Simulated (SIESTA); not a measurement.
Crystal: HfO2.

```
CELL_PARAMETERS angstrom
0.00000 2.55750 2.55750
2.55750 0.00000 2.55750
2.55750 2.55750 0.00000
ATOMIC_POSITIONS crystal
Hf 0.00000 0.00000 0.00000
O 0.75000 0.75000 0.75000
O 0.25000 0.25000 0.25000
```

Measurements of this composition are mostly on another form, of space group No. 14.

Base run:

```yaml
Program: SIESTA 5.4.2
Functional: PBE
Potentials_or_basis: PseudoDojo 0.4 standard (PBE files)
Basis: DZP (energy shift 0.003 Ry; two zetas on semicore shells)
Grid_cutoff: 800 Ry
Energy_shift: 0.003 Ry
k_mesh: 9 × 9 × 9
Occupations: fermi-dirac, width 0.05 eV
Spin: no spin polarisation
Hubbard_terms: Hf d U = 2 eV
```

Its results: band gap on the k mesh 4.06 eV, indirect (least direct gap 4.17 eV); pressure 4.9 GPa.

Task: After a change of settings the same cell gave: band gap on the k mesh 4.48 eV, indirect (least direct gap 4.58 eV); pressure 9.8 GPa. Which change was it?
A. hubbard terms from Hf d U = 2 eV to Hf d U = 8 eV
B. hubbard terms from Hf d U = 2 eV to Hf d U = 4 eV
C. hubbard terms from Hf d U = 2 eV to none

Result: B.

Caveats: short orbitals over semicore shells can move pressures by several GPa; spin-orbit coupling is left out, which moves the levels of the heavy elements; an odd mesh through Γ misses points on the zone boundary, where band edges often lie; the basis of atomic orbitals isn't converged, which shifts pressures, moduli and gaps.
